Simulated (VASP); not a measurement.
# BaS (Fm-3m) in VASP: settings compared

Aim: see how the results for BaS move with the level of theory and the settings. Levels: r2SCAN, PBE, RPBE+D3(BJ). Tasks: single point.

Everything below comes from runs of VASP 6.6.1. Logs are shortened: lines on timing, memory, paths and dates and some standing lists are left out, and cuts for length are marked.

**What was measured.**

A printed reference work, monograph, original work of 1988 reports, for a bulk crystal of BaS at 2 K: band gap 3.806 eV (indirect).

The results are compared with them further down.

### 1 The cell of the first run

The structure is cubic, space group Fm-3m (No. 225). Conventional cell: a = 6.513 Å, b = 6.513 Å, c = 6.513 Å, α = 90.00°, β = 90.00°, γ = 90.00°. Ba (site symmetry m-3m) has 6 S at 3.26 Å within 4.3 Å. Within 4.3 Å of S (site symmetry m-3m) lie 6 Ba at 3.26 Å.

### 2 Single point, r2SCAN

POSCAR reads:

```
BaS
1.0
    0.0000000000      3.2563884516      3.2563884516
    3.2563884516      0.0000000000      3.2563884516
    3.2563884516      3.2563884516      0.0000000000
Ba S
1 1
Direct
    0.0000000000      0.0000000000      0.0000000000
    0.5000000000      0.5000000000      0.5000000000
```

INCAR.step1 reads:

```
SYSTEM = BaS
  PREC = Accurate
  ENCUT = 520
  ISMEAR = -1
  SIGMA = 0.05
  LREAL = .FALSE.
  LASPH = .TRUE.
  NELM = 60
  NBANDS = 15
  GGA = PE
  ALGO = Normal
  EDIFF = 1E-4
  LWAVE = .TRUE.
  LCHARG = .FALSE.
```

INCAR.step2 reads:

```
SYSTEM = BaS
  PREC = Accurate
  ENCUT = 520
  EDIFF = 1E-6
  ISMEAR = -1
  SIGMA = 0.05
  LREAL = .FALSE.
  LASPH = .TRUE.
  NELM = 60
  ALGO = Normal
  ISIF = 2
  LWAVE = .FALSE.
  LCHARG = .TRUE.
  METAGGA = R2SCAN
  LMIXTAU = .TRUE.
  LELF = .TRUE.
  LVHAR = .TRUE.
  NBANDS = 15
  ISTART = 1
```

KPOINTS reads:

```
regular mesh
0
G
  7 7 7
  0 0 0
```

Potentials or basis: VASP PAW PBE potentials, release 64 (Ba_sv, S).

On the command line:

```bash
cat potpaw_PBE.64/Ba_sv/POTCAR potpaw_PBE.64/S/POTCAR > POTCAR
cp INCAR.step1 INCAR
mpirun -np 1 vasp_std > vasp.out
cp INCAR.step2 INCAR
mpirun -np 1 vasp_std > vasp.out
```

OUTCAR:

```text
SYSTEM = BaS
   PREC = Accurate
   ENCUT = 520
   EDIFF = 1E-6
   ISMEAR = -1
   LREAL = .FALSE.
   LASPH = .TRUE.
   NELM = 60
   ISIF = 2
   METAGGA = R2SCAN
   ISTART = 1

 ion  position               nearest neighbor table
   1  0.000  0.000  0.000-   2 3.26   2 3.26   2 3.26   2 3.26   2 3.26   2 3.26
   2  0.500  0.500  0.500-   1 3.26   1 3.26   1 3.26   1 3.26   1 3.26   1 3.26

  LATTYP: Found a face centered cubic cell.
 ALAT       =     6.5127769032

  Lattice vectors:

 A1 = (   0.0000000000,   3.2563884516,   3.2563884516)
 A2 = (   3.2563884516,   0.0000000000,   3.2563884516)
 A3 = (   3.2563884516,   3.2563884516,   0.0000000000)

Analysis of symmetry for initial positions (statically):
=====================================================================
 Subroutine PRICEL returns:
 Original cell was already a primitive cell.

 Routine SETGRP: Setting up the symmetry group for a
 face centered cubic supercell.

 Subroutine GETGRP returns: Found 48 space group operations
 (whereof 48 operations were pure point group operations)
 out of a pool of 48 trial point group operations.

The static configuration has the point symmetry O_h .

Analysis of symmetry for dynamics (positions and initial velocities):
=====================================================================
 Subroutine PRICEL returns:
 Original cell was already a primitive cell.

 Routine SETGRP: Setting up the symmetry group for a
 face centered cubic supercell.

 Subroutine GETGRP returns: Found 48 space group operations
 (whereof 48 operations were pure point group operations)
 out of a pool of 48 trial point group operations.

The dynamic configuration has the point symmetry O_h .

 Subroutine INISYM returns: Found 48 space group operations
 (whereof 48 operations are pure point group operations),
 and found     1 'primitive' translations

----------------------------------------------------------------------------------------

                                     Primitive cell

  volume of cell :      69.0619

  direct lattice vectors                    reciprocal lattice vectors
     0.000000000  3.256388452  3.256388452    -0.153544335  0.153544335  0.153544335
     3.256388452  0.000000000  3.256388452     0.153544335 -0.153544335  0.153544335
     3.256388452  3.256388452  0.000000000     0.153544335  0.153544335 -0.153544335

  length of vectors
     4.605228713  4.605228713  4.605228713     0.265946590  0.265946590  0.265946590

  position of ions in fractional coordinates (direct lattice)
     0.000000000  0.000000000  0.000000000
     0.500000000  0.500000000  0.500000000

  ion indices of the primitive-cell ions
   primitive index   ion index
                 1           1
                 2           2

----------------------------------------------------------------------------------------

 KPOINTS: regular mesh

Automatic generation of k-mesh.
 Grid dimensions read from file:
 generate k-points for:    7    7    7

 Generating k-lattice:

  Cartesian coordinates                     Fractional coordinates (reciprocal lattice)
    -0.021934905  0.021934905  0.021934905     0.142857143  0.000000000  0.000000000
     0.021934905 -0.021934905  0.021934905     0.000000000  0.142857143  0.000000000
     0.021934905  0.021934905 -0.021934905     0.000000000  0.000000000  0.142857143

  Length of vectors
     0.037992370  0.037992370  0.037992370

  Shift w.r.t. Gamma in fractional coordinates (k-lattice)
     0.000000000  0.000000000  0.000000000

 Subroutine IBZKPT returns following result:
 ===========================================

 Found     20 irreducible k-points:

 Following reciprocal coordinates:
            Coordinates               Weight
  0.000000  0.000000  0.000000      1.000000
  0.142857  0.000000  0.000000      8.000000
  0.285714  0.000000  0.000000      8.000000
  0.428571  0.000000  0.000000      8.000000
  0.142857  0.142857  0.000000      6.000000
  0.285714  0.142857  0.000000     24.000000
[... 12 lines left out ...]
 -0.428571  0.428571  0.142857     24.000000
 -0.285714  0.428571  0.142857     24.000000
   k-points           NKPTS =     20   k-points in BZ     NKDIM =     20   number of bands    NBANDS=     15
   number of dos      NEDOS =    301   number of ions     NIONS =      2
   total plane-waves  NPLWV =  46656
   dimension x,y,z NGX =    36 NGY =   36 NGZ =   36
   dimension x,y,z NGXF=    72 NGYF=   72 NGZF=   72
   ions per type =               1   1
   NGX,Y,Z   is equivalent  to a cutoff of  13.00, 13.00, 13.00 a.u.
   NGXF,Y,Z  is equivalent  to a cutoff of  25.99, 25.99, 25.99 a.u.
 SYSTEM =  BaS
   PREC   = accura    normal or accurate (medium, high low for compatibility)
   ISTART =      1    job   : 0-new  1-cont  2-samecut
   ICHARG =      0    charge: 1-file 2-atom 10-const
   ISPIN  =      1    spin polarized calculation?
   LNONCOLLINEAR =      F non collinear calculations
   LSORBIT =      F    spin-orbit coupling
   LASPH  =      T    aspherical Exc in radial PAW
   ENCUT  =  520.0 eV  38.22 Ry    6.18 a.u.   8.56  8.56  8.56*2*pi/ulx,y,z
   NELM   =     60;   NELMIN=  2; NELMDL=  0     # of ELM steps
   EDIFF  = 0.1E-05   stopping-criterion for ELM
   LREAL  =      F    real-space projection
[... 7 lines left out ...]
   TEBEG  =    0.0;   TEEND  =   0.0 temperature during run
   PSTRESS=    0.0 pullay stress
   NELECT =      16.0000    total number of electrons
   NUPDOWN=      -1.0000    fix difference up-down
   EMIN   =  10.00;   EMAX   =-10.00  energy-range for DOS
   EFERMI =   0.00;   METHOD = LEGACY
   ISMEAR =    -1;   SIGMA  =   0.05  broadening in eV -4-tet -1-fermi 0-gaus
   EFERMI_NEDOS =   21; number of points for ismear=-14 and -15
   IALGO  =     38    algorithm
   IMIX   =      4    mixing-type and parameters
     AMIX     =   0.40;   BMIX     =  1.00
     AMIX_MAG =   1.60;   BMIX_MAG =  1.00
  volume/ion in A,a.u.               =      34.53       233.03
  Fermi-wavevector in a.u.,A,eV,Ry     =   1.005469  1.900061 13.755049  1.010968
  Thomas-Fermi vector in A             =   2.138150
   LORBIT       =      0    0 simple, 1 ext, 2 COOP (PROOUT), +10 PAW based schemes
   METAGGA = R2SCAN    functional components
   LHFCALC =     F    Hartree Fock is set to
   AEXX    =    0.0000 exact exchange contribution
   IVDW    =     0    specifies the selected vdW correction
   LEPSILON=     F    determine dielectric tensor
   LRPA    =     F    only Hartree local field effects (RPA)
 non-spin polarized calculation
  energy-cutoff  :      520.00
  volume of cell :       69.06
 maximum number of plane-waves:      1875
 NGX is ok and might be reduce to    36
   NGX = 17   NGY = 17   NGZ = 17

 number of electron      16.0000000 magnetization

 Free energy of the ion-electron system (eV)
  ---------------------------------------------------
  ext. energy  EPLUGINS =         0.00000000
  ---------------------------------------------------
  free energy    TOTEN  =       -39.19987672 eV

  energy without entropy =      -39.19987672  energy(sigma->0) =      -39.19987672

 E-fermi :   2.0403     XC(G=0):  -8.8245

 val. band max:        0.9275551926   @ k =   0.0000   0.0000   0.0000
 cond. band min:       3.5383609887   @ k =   0.4286   0.4286   0.0000
 fundamental gap:      2.6108057960
 Fermi energy:         2.0403191946

 k-point     1 :       0.0000    0.0000    0.0000
  band No.  band energies     occupation
      1     -26.0796      2.00000
      2     -10.7177      2.00000
      3     -10.7177      2.00000
      4     -10.7177      2.00000
      5      -9.7818      2.00000
      6       0.9276      2.00000
      7       0.9276      2.00000
      8       0.9276      2.00000
      9       4.8516      0.00000
     10       5.2193      0.00000
     11       5.2193      0.00000
     12       5.2193      0.00000
     13       6.1992      0.00000
     14       6.1992      0.00000
     15      10.0026      0.00000

 k-point     2 :       0.1429    0.0000    0.0000
  band No.  band energies     occupation
      1     -26.0730      2.00000
      2     -11.0083      2.00000
      3     -10.7235      2.00000
      4     -10.7235      2.00000
      5      -9.4725      2.00000
      6       0.4678      2.00000
      7       0.6977      2.00000
      8       0.6977      2.00000
      9       5.2063      0.00000
     10       5.5122      0.00000
     11       5.5122      0.00000
     12       5.5740      0.00000
     13       6.7406      0.00000
     14       6.7406      0.00000
     15      10.7792      0.00000

 k-point     3 :       0.2857    0.0000    0.0000
  band No.  band energies     occupation
      1     -26.0583      2.00000
      2     -11.4154      2.00000
      3     -10.7363      2.00000
      4     -10.7363      2.00000
      5      -9.0208      2.00000
      6      -0.3057      2.00000
      7       0.2730      2.00000
      8       0.2730      2.00000
      9       5.5283      0.00000
     10       6.3164      0.00000
     11       6.3164      0.00000
     12       6.8643      0.00000
     13       8.0656      0.00000
     14       8.0656      0.00000
     15      11.7463      0.00000
[... 271 lines left out ...]
 k-point    19 :      -0.4286    0.4286    0.1429
  band No.  band energies     occupation
      1     -26.0360      2.00000
      2     -11.2077      2.00000
      3     -10.9322      2.00000
      4     -10.9097      2.00000
      5      -9.3417      2.00000
      6       0.1031      2.00000
      7       0.3106      2.00000
      8       0.5737      2.00000
      9       4.3216      0.00000
     10       7.0822      0.00000
     11       7.4693      0.00000
     12       8.3736      0.00000
     13       8.5216      0.00000
     14       9.4035      0.00000
     15      10.5908      0.00000

 k-point    20 :      -0.2857    0.4286    0.1429
  band No.  band energies     occupation
      1     -26.0349      2.00000
      2     -11.2413      2.00000
      3     -11.0085      2.00000
      4     -10.8897      2.00000
      5      -9.2085      2.00000
      6      -0.1217      2.00000
      7       0.3514      2.00000
      8       0.3840      2.00000
      9       5.2321      0.00000
     10       6.1195      0.00000
     11       7.6759      0.00000
     12       8.4133      0.00000
     13       8.4163      0.00000
     14      10.3955      0.00000
     15      11.3410      0.00000

------------------------ aborting loop because EDIFF is reached ----------------------------------------

  FORCE on cell =-STRESS in cart. coord.  units (eV):
  Direction    XX          YY          ZZ          XY          YZ          ZX
  --------------------------------------------------------------------------------------
  -------------------------------------------------------------------------------------
  Total       -0.5084993     -0.5084993     -0.5084993      0.0000000      0.0000000     -0.0000000
  in kB      -11.7967479    -11.7967479    -11.7967479      0.0000000      0.0000000     -0.0000000
  external PRESSURE =     -11.7967479 kB  Pullay stress =       0.0000000 kB

 VOLUME and BASIS-vectors are now :
 -----------------------------------------------------------------------------
  energy-cutoff  :      520.00
  volume of cell :       69.06
      direct lattice vectors                 reciprocal lattice vectors
     0.000000000  3.256388452  3.256388452    -0.153544335  0.153544335  0.153544335
     3.256388452  0.000000000  3.256388452     0.153544335 -0.153544335  0.153544335
     3.256388452  3.256388452  0.000000000     0.153544335  0.153544335 -0.153544335

 POSITION                                       TOTAL-FORCE (eV/Angst)
 -----------------------------------------------------------------------------------
      0.00000      0.00000      0.00000         0.000000      0.000000     -0.000000
      3.25639      3.25639      3.25639        -0.000000     -0.000000      0.000000
 -----------------------------------------------------------------------------------
    total drift:                                0.000000      0.000000      0.000000

  FREE ENERGIE OF THE ION-ELECTRON SYSTEM (eV)
  ---------------------------------------------------
  free  energy   TOTEN  =       -39.1998767219 eV

  energy  without entropy=      -39.1998767219  energy(sigma->0) =      -39.19987672
```

Wall time 5.1 min (1 thread of AMD EPYC 7R13, shared host); peak memory 0.19 GiB.

Results:

```
Free energy            : -39.1999 eV
Pressure               : -1.2 GPa
Band gap on the k mesh : 2.61 eV, indirect (least direct gap 2.78 eV)
```

Levels at points of the mesh, in eV from the valence-band top:
```tsv
k point	band 4	band 5	band 6	band 7	band 8	band 9	band 10	band 11	band 12	band 13
(0.00, 0.00, 0.00)	-11.65	-10.71	0.00	0.00	0.00	3.92	4.29	4.29	4.29	5.27
```

Caveat: the PAW data sets were made with another functional, which shifts forces and pressure a little; spin-orbit coupling is left out, which moves the levels of the heavy elements.

[end of part 1 of 2]
